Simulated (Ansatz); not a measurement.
## Property card for ZrO2

ZrO2:
```cif
data_O4Zr2
_chemical_formula_sum 'Zr2 O4'
_space_group_name_H-M_alt 'P42/nmc :1'
_space_group_IT_number 137
_space_group_name_Hall 'P 4n 2n -1n'
_cell_length_a 3.55758
_cell_length_b 3.55758
_cell_length_c 5.11078
_cell_angle_alpha 90.000
_cell_angle_beta 90.000
_cell_angle_gamma 90.000
loop_
_space_group_symop_operation_xyz
  'x, y, z'
  '-y+1/2, x+1/2, z+1/2'
  '-x, -y, z'
  'y+1/2, -x+1/2, z+1/2'
  'x+1/2, -y+1/2, -z+1/2'
  '-y, -x, -z'
  '-x+1/2, y+1/2, -z+1/2'
  'y, x, -z'
  '-x+1/2, -y+1/2, -z+1/2'
  'y, -x, -z'
  'x+1/2, y+1/2, -z+1/2'
  '-y, x, -z'
  '-x, y, z'
  'y+1/2, x+1/2, z+1/2'
  'x, -y, z'
  '-y+1/2, -x+1/2, z+1/2'
loop_
_atom_site_label
_atom_site_type_symbol
_atom_site_symmetry_multiplicity
_atom_site_Wyckoff_symbol
_atom_site_fract_x
_atom_site_fract_y
_atom_site_fract_z
_atom_site_occupancy
Zr1 Zr 2 a 0.00000 0.00000 0.00000 1
O1 O 4 d 0.00000 0.50000 0.20709 1
```

Space group P4_2/nmc (No. 137); conventional cell a = b = 3.5576 Å, c = 5.1108 Å, α = β = γ = 90.00°.

Method: LDA (plane waves, PAW; program Ansatz). The cell and atoms are relaxed at this level. Other levels are named where they apply.

**Cell and energy**

```yaml
volume_per_atom: 10.78 Å³
density: 6.33 g/cm³
Formation energy from the elements (no fitted shifts): -3.61 eV/atom
```

**Electronic structure**

```yaml
band_gap: 3.98 eV (indirect)
valence_band_maximum: at A
conduction_band_minimum: at Γ
smallest_direct_gap_on_the_standard_path: 4.10 eV
electron_effective_mass: 0.55, 0.55, 2.0 mₑ (principal values)
```

**Mechanics**

```yaml
Bulk modulus (Birch–Murnaghan fit): 203 GPa
Pressure derivative B′: 5.6
```

This is a known high-temperature phase of the composition, computed here at zero pressure and temperature. The cell was relaxed with LDA under the symmetry of its start; whether a distortion lowers the energy is not shown. No spin polarisation was allowed. The references are the lowest solids computed at this level, not always the standard phases (solids in place of the gases). Scalar-relativistic: spin–orbit coupling is off unless named, which matters more the heavier the elements.

Potentials: the later of the program's two PAW sets.
